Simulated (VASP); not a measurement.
# AgCl (Chlorargyrite) (Fm-3m) in VASP: a series of runs

The runs below take AgCl (Chlorargyrite) through single point, with PBEsol, HSE06, PBE-based screened hybrid.

All numbers are computed with VASP 6.6.1; they aren't measurements. Logs are shortened: lines on timing, memory, paths and dates and some standing lists are left out, and cuts for length are marked.

**Measured values to compare with.**

From a printed reference work, data compilation, for a bulk crystal of AgCl: band gap 3.249 eV (indirect).

The results are compared with them further down.

## (1) The cell of the first run

The structure is cubic, space group Fm-3m (No. 225). Conventional cell: a = 5.546 Å, b = 5.546 Å, c = 5.546 Å, α = 90.00°, β = 90.00°, γ = 90.00°. Within 3.7 Å of Ag (site symmetry m-3m) lie 6 Cl at 2.77 Å. Cl (site symmetry m-3m) has 6 Ag at 2.77 Å within 3.7 Å.

## (2) Single point, PBEsol

The input, INCAR:

```
SYSTEM = AgCl
PREC = Accurate ; ENCUT = 520
EDIFF = 1E-6 ; ISMEAR = 0
SIGMA = 0.01 ; LREAL = .FALSE.
LASPH = .TRUE. ; NELM = 60
ALGO = Normal ; ISIF = 2
LWAVE = .FALSE. ; LCHARG = .FALSE.
GGA = PS ; NBANDS = 16
```

The input, KPOINTS:

```
Automatic mesh
0
G
  6 6 6
  0 0 0
```

The input, POSCAR:

```
AgCl
1.0
    0.0000000000      2.7731725637      2.7731725637
    2.7731725637      0.0000000000      2.7731725637
    2.7731725637      2.7731725637      0.0000000000
Ag Cl
1 1
Direct
    0.0000000000      0.0000000000      0.0000000000
    0.5000000000      0.5000000000      0.5000000000
```

Potentials or basis: VASP PAW PBE potentials, release 64 (Ag, Cl).

Run with:

```
$ cat potpaw_PBE.64/Ag/POTCAR potpaw_PBE.64/Cl/POTCAR > POTCAR
$ mpirun -np 1 vasp_std > vasp.out
```

OUTCAR:

```text
SYSTEM = AgCl
   PREC = Accurate
   ENCUT = 520
   EDIFF = 1E-6
   ISMEAR = 0
   LREAL = .FALSE.
   LASPH = .TRUE.
   NELM = 60
   ISIF = 2
   GGA = PS

 ion  position               nearest neighbor table
   1  0.000  0.000  0.000-   2 2.77   2 2.77   2 2.77   2 2.77   2 2.77   2 2.77
   2  0.500  0.500  0.500-   1 2.77   1 2.77   1 2.77   1 2.77   1 2.77   1 2.77

  LATTYP: Found a face centered cubic cell.
 ALAT       =     5.5463451274

  Lattice vectors:

 A1 = (   0.0000000000,   2.7731725637,   2.7731725637)
 A2 = (   2.7731725637,   0.0000000000,   2.7731725637)
 A3 = (   2.7731725637,   2.7731725637,   0.0000000000)

Analysis of symmetry for initial positions (statically):
=====================================================================
 Subroutine PRICEL returns:
 Original cell was already a primitive cell.

 Routine SETGRP: Setting up the symmetry group for a
 face centered cubic supercell.

 Subroutine GETGRP returns: Found 48 space group operations
 (whereof 48 operations were pure point group operations)
 out of a pool of 48 trial point group operations.

The static configuration has the point symmetry O_h .

Analysis of symmetry for dynamics (positions and initial velocities):
=====================================================================
 Subroutine PRICEL returns:
 Original cell was already a primitive cell.

 Routine SETGRP: Setting up the symmetry group for a
 face centered cubic supercell.

 Subroutine GETGRP returns: Found 48 space group operations
 (whereof 48 operations were pure point group operations)
 out of a pool of 48 trial point group operations.

The dynamic configuration has the point symmetry O_h .

 Subroutine INISYM returns: Found 48 space group operations
 (whereof 48 operations are pure point group operations),
 and found     1 'primitive' translations

----------------------------------------------------------------------------------------

                                     Primitive cell

  volume of cell :      42.6541

  direct lattice vectors                    reciprocal lattice vectors
     0.000000000  2.773172564  2.773172564    -0.180298913  0.180298913  0.180298913
     2.773172564  0.000000000  2.773172564     0.180298913 -0.180298913  0.180298913
     2.773172564  2.773172564  0.000000000     0.180298913  0.180298913 -0.180298913

  length of vectors
     3.921858250  3.921858250  3.921858250     0.312286879  0.312286879  0.312286879

  position of ions in fractional coordinates (direct lattice)
     0.000000000  0.000000000  0.000000000
     0.500000000  0.500000000  0.500000000

  ion indices of the primitive-cell ions
   primitive index   ion index
                 1           1
                 2           2

----------------------------------------------------------------------------------------

 KPOINTS: Automatic mesh

Automatic generation of k-mesh.
 Grid dimensions read from file:
 generate k-points for:    6    6    6

 Generating k-lattice:

  Cartesian coordinates                     Fractional coordinates (reciprocal lattice)
    -0.030049819  0.030049819  0.030049819     0.166666667  0.000000000  0.000000000
     0.030049819 -0.030049819  0.030049819     0.000000000  0.166666667  0.000000000
     0.030049819  0.030049819 -0.030049819     0.000000000  0.000000000  0.166666667

  Length of vectors
     0.052047813  0.052047813  0.052047813

  Shift w.r.t. Gamma in fractional coordinates (k-lattice)
     0.000000000  0.000000000  0.000000000

 Subroutine IBZKPT returns following result:
 ===========================================

 Found     16 irreducible k-points:

 Following reciprocal coordinates:
            Coordinates               Weight
  0.000000  0.000000  0.000000      1.000000
  0.166667  0.000000  0.000000      8.000000
  0.333333  0.000000  0.000000      8.000000
  0.500000  0.000000  0.000000      4.000000
  0.166667  0.166667  0.000000      6.000000
  0.333333  0.166667  0.000000     24.000000
[... 8 lines left out ...]
 -0.333333  0.333333  0.166667     24.000000
 -0.333333  0.500000  0.166667     12.000000
   k-points           NKPTS =     16   k-points in BZ     NKDIM =     16   number of bands    NBANDS=     16
   number of dos      NEDOS =    301   number of ions     NIONS =      2
   total plane-waves  NPLWV =  27000
   dimension x,y,z NGX =    30 NGY =   30 NGZ =   30
   dimension x,y,z NGXF=    60 NGYF=   60 NGZF=   60
   ions per type =               1   1
   NGX,Y,Z   is equivalent  to a cutoff of  12.72, 12.72, 12.72 a.u.
   NGXF,Y,Z  is equivalent  to a cutoff of  25.43, 25.43, 25.43 a.u.
 SYSTEM =  AgCl
   PREC   = accura    normal or accurate (medium, high low for compatibility)
   ISTART =      0    job   : 0-new  1-cont  2-samecut
   ICHARG =      2    charge: 1-file 2-atom 10-const
   ISPIN  =      1    spin polarized calculation?
   LNONCOLLINEAR =      F non collinear calculations
   LSORBIT =      F    spin-orbit coupling
   LASPH  =      T    aspherical Exc in radial PAW
   ENCUT  =  520.0 eV  38.22 Ry    6.18 a.u.   7.29  7.29  7.29*2*pi/ulx,y,z
   NELM   =     60;   NELMIN=  2; NELMDL= -5     # of ELM steps
   EDIFF  = 0.1E-05   stopping-criterion for ELM
   LREAL  =      F    real-space projection
   EDIFFG = 0.1E-04   stopping-criterion for IOM
   NSW    =      0    number of steps for IOM
   IBRION =     -1    ionic relax: 0-MD 1-quasi-New 2-CG
   NFREE  =      0    steps in history (QN), initial steepest desc. (CG)
   ISIF   =      2    stress and relaxation
   ISYM   =      2    0-nonsym 1-usesym 2-fastsym
   POTIM  = 0.5000    time-step for ionic-motion
   TEBEG  =    0.0;   TEEND  =   0.0 temperature during run
   PSTRESS=    0.0 pullay stress
   NELECT =      18.0000    total number of electrons
   NUPDOWN=      -1.0000    fix difference up-down
   EMIN   =  10.00;   EMAX   =-10.00  energy-range for DOS
   EFERMI =   0.00;   METHOD = LEGACY
   ISMEAR =     0;   SIGMA  =   0.01  broadening in eV -4-tet -1-fermi 0-gaus
   EFERMI_NEDOS =   21; number of points for ismear=-14 and -15
   IALGO  =     38    algorithm
   IMIX   =      4    mixing-type and parameters
     AMIX     =   0.40;   BMIX     =  1.00
     AMIX_MAG =   1.60;   BMIX_MAG =  1.00
  volume/ion in A,a.u.               =      21.33       143.92
  Fermi-wavevector in a.u.,A,eV,Ry     =   1.227945  2.320479 20.515517  1.507848
  Thomas-Fermi vector in A             =   2.362889
   LORBIT       =      0    0 simple, 1 ext, 2 COOP (PROOUT), +10 PAW based schemes
   GGA     = PS    functional components
   LHFCALC =     F    Hartree Fock is set to
   AEXX    =    0.0000 exact exchange contribution
   IVDW    =     0    specifies the selected vdW correction
   LEPSILON=     F    determine dielectric tensor
   LRPA    =     F    only Hartree local field effects (RPA)
 non-spin polarized calculation
 Gauss-broadening in eV      SIGMA  =   0.01
  energy-cutoff  :      520.00
  volume of cell :       42.65
 maximum number of plane-waves:      1167
 NGX is ok and might be reduce to    30
   NGX = 15   NGY = 15   NGZ = 15

 number of electron      18.0000005 magnetization

 Free energy of the ion-electron system (eV)
  ---------------------------------------------------
  ext. energy  EPLUGINS =         0.00000000
  ---------------------------------------------------
  free energy    TOTEN  =        -6.04067639 eV

  energy without entropy =       -6.04067639  energy(sigma->0) =       -6.04067639

 E-fermi :   3.8346     XC(G=0): -10.2153

 val. band max:        3.7131499452   @ k =   0.5000   0.0000   0.0000
 cond. band min:       4.4430639594   @ k =   0.0000   0.0000   0.0000
 fundamental gap:      0.7299140142
 Fermi energy:         3.8346384589

 k-point     1 :       0.0000    0.0000    0.0000
  band No.  band energies     occupation
      1     -11.4288      2.00000
      2       1.2383      2.00000
      3       1.2383      2.00000
      4       1.2383      2.00000
      5       1.2777      2.00000
      6       1.2777      2.00000
[... 8 lines left out ...]
     15      16.8736      0.00000
     16      16.8736      0.00000

 k-point     2 :       0.1667    0.0000    0.0000
  band No.  band energies     occupation
      1     -11.3229      2.00000
      2       0.1676      2.00000
      3       0.3793      2.00000
      4       0.3793      2.00000
      5       1.3311      2.00000
      6       1.3311      2.00000
[... 8 lines left out ...]
     15      15.5921      0.00000
     16      16.1703      0.00000

 k-point     3 :       0.3333    0.0000    0.0000
  band No.  band energies     occupation
      1     -11.0968      2.00000
      2      -1.1011      2.00000
      3      -0.2563      2.00000
      4      -0.2563      2.00000
      5       1.5173      2.00000
      6       1.5173      2.00000
[... 8 lines left out ...]
     15      16.4654      0.00000
     16      16.4654      0.00000

 k-point     4 :       0.5000    0.0000    0.0000
  band No.  band energies     occupation
      1     -10.9755      2.00000
      2      -1.6068      2.00000
      3      -0.4792      2.00000
      4      -0.4792      2.00000
      5       1.6146      2.00000
      6       1.6146      2.00000
[... 8 lines left out ...]
     15      17.3911      0.00000
     16      17.3911      0.00000

 k-point     5 :       0.1667    0.1667    0.0000
  band No.  band energies     occupation
      1     -11.2944      2.00000
      2      -0.3222      2.00000
      3       0.7738      2.00000
      4       0.7738      2.00000
      5       1.1524      2.00000
      6       1.3255      2.00000
[... 8 lines left out ...]
     15      17.7354      0.00000
     16      18.3887      0.00000

 k-point     6 :       0.3333    0.1667    0.0000
  band No.  band energies     occupation
      1     -11.1226      2.00000
      2      -0.9046      2.00000
      3       0.0332      2.00000
      4       0.1730      2.00000
      5       1.2796      2.00000
      6       1.5453      2.00000
[... 8 lines left out ...]
     15      17.6164      0.00000
     16      18.1444      0.00000

 k-point     7 :       0.5000    0.1667    0.0000
  band No.  band energies     occupation
      1     -10.9717      2.00000
      2      -1.2976      2.00000
      3      -0.4543      2.00000
      4      -0.3181      2.00000
      5       1.5024      2.00000
      6       1.6398      2.00000
[... 8 lines left out ...]
     15      17.6676      0.00000
     16      18.5643      0.00000

 k-point     8 :      -0.3333    0.1667    0.0000
  band No.  band energies     occupation
      1     -11.0037      2.00000
      2      -1.2522      2.00000
      3      -0.4250      2.00000
      4      -0.2292      2.00000
      5       1.5383      2.00000
      6       1.5881      2.00000
[... 8 lines left out ...]
     15      17.8149      0.00000
     16      18.0336      0.00000

 k-point     9 :      -0.1667    0.1667    0.0000
  band No.  band energies     occupation
      1     -11.1829      2.00000
      2      -0.6691      2.00000
      3      -0.1571      2.00000
      4       0.3512      2.00000
      5       1.3804      2.00000
      6       1.5016      2.00000
[... 8 lines left out ...]
     15      17.1543      0.00000
     16      17.8907      0.00000

 k-point    10 :       0.3333    0.3333    0.0000
  band No.  band energies     occupation
      1     -11.0563      2.00000
      2      -0.9358      2.00000
      3       0.5868      2.00000
      4       0.5868      2.00000
      5       0.9829      2.00000
      6       1.4222      2.00000
[... 8 lines left out ...]
     15      18.5554      0.00000
     16      19.9614      0.00000

 k-point    11 :       0.5000    0.3333    0.0000
  band No.  band energies     occupation
      1     -10.9628      2.00000
      2      -0.7838      2.00000
      3      -0.0806      2.00000
      4       0.1451      2.00000
      5       1.2249      2.00000
      6       1.6878      2.00000
[... 8 lines left out ...]
     15      18.3651      0.00000
     16      19.0998      0.00000

 k-point    12 :      -0.3333    0.3333    0.0000
  band No.  band energies     occupation
      1     -10.9360      2.00000
      2      -0.9065      2.00000
      3      -0.4056      2.00000
      4      -0.2914      2.00000
      5       1.4981      2.00000
      6       1.6307      2.00000
[... 8 lines left out ...]
     15      16.7146      0.00000
     16      19.8779      0.00000

 k-point    13 :       0.5000    0.5000    0.0000
  band No.  band energies     occupation
      1     -10.9577      2.00000
      2      -0.6778      2.00000
      3       0.6259      2.00000
      4       0.6259      2.00000
      5       0.8993      2.00000
      6       1.4712      2.00000
[... 8 lines left out ...]
     15      18.8724      0.00000
     16      18.8724      0.00000

 k-point    14 :       0.5000    0.3333    0.1667
  band No.  band energies     occupation
      1     -10.9993      2.00000
      2      -1.0129      2.00000
      3      -0.2728      2.00000
      4       0.0301      2.00000
      5       1.4338      2.00000
      6       1.6169      2.00000
[... 8 lines left out ...]
     15      18.1510      0.00000
     16      19.6619      0.00000

 k-point    15 :      -0.3333    0.3333    0.1667
  band No.  band energies     occupation
      1     -10.9360      2.00000
      2      -0.9149      2.00000
      3      -0.3801      2.00000
      4      -0.3174      2.00000
      5       1.5410      2.00000
      6       1.6196      2.00000
[... 8 lines left out ...]
     15      17.1445      0.00000
     16      18.8725      0.00000

 k-point    16 :      -0.3333    0.5000    0.1667
  band No.  band energies     occupation
      1     -10.9315      2.00000
      2      -0.5321      2.00000
      3      -0.3354      2.00000
      4      -0.0455      2.00000
      5       1.5125      2.00000
      6       1.7234      2.00000
[... 8 lines left out ...]
     15      17.9263      0.00000
     16      18.8454      0.00000

------------------------ aborting loop because EDIFF is reached ----------------------------------------

  FORCE on cell =-STRESS in cart. coord.  units (eV):
  Direction    XX          YY          ZZ          XY          YZ          ZX
  --------------------------------------------------------------------------------------
  -------------------------------------------------------------------------------------
  Total       -0.7276505     -0.7276505     -0.7276505      0.0000000      0.0000000     -0.0000000
  in kB      -27.3320825    -27.3320825    -27.3320825      0.0000000      0.0000000     -0.0000000
  external PRESSURE =     -27.3320825 kB  Pullay stress =       0.0000000 kB

 VOLUME and BASIS-vectors are now :
 -----------------------------------------------------------------------------
  energy-cutoff  :      520.00
  volume of cell :       42.65
      direct lattice vectors                 reciprocal lattice vectors
     0.000000000  2.773172564  2.773172564    -0.180298913  0.180298913  0.180298913
     2.773172564  0.000000000  2.773172564     0.180298913 -0.180298913  0.180298913
     2.773172564  2.773172564  0.000000000     0.180298913  0.180298913 -0.180298913

 POSITION                                       TOTAL-FORCE (eV/Angst)
 -----------------------------------------------------------------------------------
      0.00000      0.00000      0.00000         0.000000      0.000000     -0.000000
      2.77317      2.77317      2.77317        -0.000000     -0.000000      0.000000
 -----------------------------------------------------------------------------------
    total drift:                               -0.000000      0.000000      0.000000

  FREE ENERGIE OF THE ION-ELECTRON SYSTEM (eV)
  ---------------------------------------------------
  free  energy   TOTEN  =        -6.0406763860 eV

  energy  without entropy=       -6.0406763860  energy(sigma->0) =       -6.04067639
```

Run time: 17 s. Hardware: 1 thread of Oxide Virtual Turin-like, shared host; peak memory 0.13 GiB.

Results:

* Free energy: -6.0407 eV
* Pressure: -2.7 GPa
* Band gap on the k mesh: 0.73 eV, indirect (least direct gap 3.06 eV)

Caveat: the PAW data sets were made with another functional, which shifts forces and pressure a little.

(Part 1 of 2 ends here.)
